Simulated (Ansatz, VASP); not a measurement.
Two plane-wave programs on Sn

The input INCAR:

```
SYSTEM = Sn
PREC = Accurate
ENCUT = 520
EDIFF = 1E-7
ISMEAR = -1
SIGMA = 0.05
LREAL = .FALSE.
LASPH = .TRUE.
NELM = 80
ALGO = Normal
ISIF = 2
LWAVE = .FALSE.
LCHARG = .FALSE.
GGA = PE
NBANDS = 13
```

Contents of KPOINTS:

```
regular mesh
0
G
  10 10 10
  0 0 0
```

POSCAR

```
Sn
1.0
   -2.0426281431      2.0426281431      1.6717587207
    2.0426281431     -2.0426281431      1.6717587207
    2.0426281431      2.0426281431     -1.6717587207
Sn
1
Direct
    0.0000000000      0.0000000000      0.0000000000
```

Contents of input.yaml:

```yaml
crystal:
  lattice:
    - [-2.0426281431, 2.0426281431, 1.6717587207]
    - [2.0426281431, -2.0426281431, 1.6717587207]
    - [2.0426281431, 2.0426281431, -1.6717587207]
  atoms:
    - { symbol: Sn, position: [0.0, 0.0, 0.0] }
hamiltonian:
  xc: pbe
  pseudopotentials: { kind: paw }
kpoints:
  mp_grid: { grid: [10, 10, 10] }
scf:
  occupations: { method: fermi_dirac, width: 0.05 }
output:
  forces: true
  stress: true
  eigenvalues: true
```

Change from the starting cell: volume scaled by 1.02.

Alike in both runs: task single point; functional PBE; k mesh 10 × 10 × 10; occupations fermi-dirac, width 0.05 eV; no spin polarisation.

|  | VASP | Ansatz |
| --- | --- | --- |
| version | VASP 6.6.1 | Ansatz 0.2.0 |
| potentials or method | VASP PAW PBE potentials, release 64 (Sn_d) | Ansatz PAW |
| plane-wave cutoff (eV) | 520 | 420 |
| valence electrons in the cell | 14 | 14 |

```csv
,VASP,Ansatz,Ansatz less VASP
gap on the k mesh at the Fermi level (eV),none,none,-
pressure (GPa),-0.1,-0.1,+0.06
largest component of the traceless stress (GPa),0.67,0.67,+0.001
```

A gap of «none» marks a metal or a gap that the smearing closes.
